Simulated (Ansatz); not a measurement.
**SnTe: one atom moved along a line**

Theory: Ansatz, DFT PBE+D3(BJ), scalar-relativistic, plane waves, PAW. The runs took a 420 eV cutoff, a Γ-centred 12×12×12 mesh and Gaussian smearing (0.15 eV). No spin polarisation. Energies are free energies at this smearing, counted from the undisturbed cell; pressure is positive in compression.

The starting cell (relaxed at this level; with this scan's settings it stands at -0.2 GPa; this CsCl-type form isn't the usual structure):

```yaml
crystal:
  lattice:
    - [-3.82589, 3.82589, 3.82589]
    - [3.82589, -3.82589, 3.82589]
    - [3.82589, 3.82589, -3.82589]
  atoms:
    - { symbol: Sn, position: [0.00000, 0.50000, 0.50000] }
    - { symbol: Sn, position: [0.50000, 0.00000, 0.50000] }
    - { symbol: Sn, position: [0.50000, 0.50000, 0.00000] }
    - { symbol: Sn, position: [0.00000, 0.00000, 0.00000] }
    - { symbol: Te, position: [0.50000, 0.50000, 0.50000] }
    - { symbol: Te, position: [0.00000, 0.00000, 0.50000] }
    - { symbol: Te, position: [0.00000, 0.50000, 0.00000] }
    - { symbol: Te, position: [0.50000, 0.00000, 0.00000] }
```

Atom 1 (Sn) is moved by x along the Cartesian unit vector (0.000, 0.000, -1.000); the cell and all other atoms stay fixed. The cell is metallic on the mesh throughout.

```csv
x (Å),ΔE (meV/cell),force along x on the moved atoms (eV/Å),pressure (GPa)
-0.2000,9.7,?,?
-0.1000,2.1,0.04,-0.2
0.0000,0.0,0.00,-0.2
0.1500,5.0,-0.07,-0.1
```

Problem. Give the withheld values.

Solution. force along x on the moved atoms (eV/Å) at x (Å) = -0.2000: 0.11; pressure (GPa) at x (Å) = -0.2000: -0.1.

Cost: 4 runs of about 13 core-minutes in all, on Arm Neoverse V1 (shared hosts).